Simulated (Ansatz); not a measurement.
Relaxed CaF$_{2}$ (fluorite):

```xyz
6
Lattice="0.0000 5.5110 5.5110 2.7555 2.7555 5.5110 2.7555 2.7555 0.0000" Properties=species:S:1:pos:R:3 pbc="T T T"
Ca     0.0000     0.0000     0.0000
Ca     2.7555     5.5110     2.7555
F      1.3778     1.3778     1.3778
F      1.3778     4.1333     4.1333
F      4.1333     9.6443     9.6443
F      4.1333     6.8888     6.8888
```

The atoms are displaced by Q × the pattern below (from a DFPT mode at X = (0.5, 0.5, 0.0), largest move 1; Q in Å), at fixed cell. It is one choice among 2 degenerate patterns. (q is in reciprocal vectors of the primitive cell; the cell shown is doubled to hold the pattern.)

```json
[
 {"atom": "Ca1", "x": "0.147", "y": "0.000", "z": "0.000"},
 {"atom": "Ca2", "x": "-0.147", "y": "0.000", "z": "0.000"},
 {"atom": "F3", "x": "0.000", "y": "-1.000", "z": "0.000"},
 {"atom": "F4", "x": "0.000", "y": "1.000", "z": "0.000"},
 {"atom": "F5", "x": "0.000", "y": "-1.000", "z": "0.000"},
 {"atom": "F6", "x": "0.000", "y": "1.000", "z": "0.000"}
]
```

Method: PBE (plane waves to 420 eV, PAW, scalar-relativistic; Ansatz, a quantum-chemistry and plane-wave program). k mesh 10×10×10 (Γ-centred), Fermi-Dirac smearing 0.05 eV. Energies are smeared free energies. CaF2 was relaxed with its symmetry unable to fall. The PAW data are Ansatz's earlier set. The zero of ΔE is the undisplaced structure.

```csv
Q (Å),ΔE (meV/cell)
-0.1000,144.6
-0.0833,withheld
-0.0667,63.5
-0.0500,35.6
-0.0333,15.8
-0.0167,3.9
0.0000,0.0
0.0167,3.9
0.0333,15.8
0.0500,35.6
0.0667,63.5
0.0833,withheld
0.1000,144.6
```

Q: Fit an even polynomial form (powers 2, 4) to the given rows and predict ΔE at Q = 0.0833.

A: Least squares on the 11 given rows: ΔE = (14150)·Q² + (31310)·Q⁴, in meV/cell with Q in Å; root-mean-square residual 0.05 meV/cell. At 0.0833 the fit gives 99.7 meV/cell; the calculation gives 99.7 meV/cell, the same to the digits shown. The quadratic term alone would give 98.2 meV/cell.

(A displaced cell: forces are minus the slopes of the energy, force constants its curvatures, and phonons follow from these.)
